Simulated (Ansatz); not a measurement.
Al (P6_3/mmc) under several functionals

Plane-wave DFT in Ansatz with scalar-relativistic PAW potentials. The same structure was relaxed (cell and atoms, symmetry kept) in separate runs at each level. This form isn't the element's structure at ambient conditions. No spin polarisation.

| level | cutoff (eV) | k mesh | V (Å³/atom) | a (Å) | c (Å) | B0 (GPa) |
| --- | --- | --- | --- | --- | --- | --- |
| PBEsol+D3(BJ) | 420 | 18×18×6 | 15.616 | 2.801 | 9.193 | 90 |
| LDA | 420 | 18×18×6 | 15.861 | 2.815 | 9.248 | – |
| r2SCAN | 500 | 18×18×6 | 15.972 | 2.822 | 9.262 | – |
| PBEsol | 420 | 18×18×6 | 16.236 | 2.836 | 9.322 | – |
| PBE | 420 | 18×18×6 | 16.551 | 2.854 | 9.383 | – |

Q: Where does PBE+D3(BJ) (420 eV, k mesh 18×18×6) fall?

A: V (Å³/atom) 15.853, a (Å) 2.815, c (Å) 9.242, B0 (GPa) 86. Its volume is between those of PBEsol+D3(BJ) and LDA. The usual order of volumes, LDA < PBEsol < PBE, holds here (15.861, 16.236, 16.551 Å³/atom). As a rule LDA overbinds; PBEsol, built on the gradient expansion of slowly varying densities, lies between LDA and PBE; PBE's stronger gradient term for exchange weakens bonds. Adding D3 to PBE changes the volume by -4.2 %; the term is attractive, so it pulls cells in. In metals the pairwise form ignores screening by the conduction electrons and often pulls in too far. r2SCAN lies 3.5 % under PBE in volume. B0 goes from 89.7 to 85.7 GPa as the volume grows by 1.5 %; on one curve with B' = 4.3 the volume alone, B ∝ V^(−B'), would give 84.2 GPa, and the rest of the difference is the functional's own stiffness.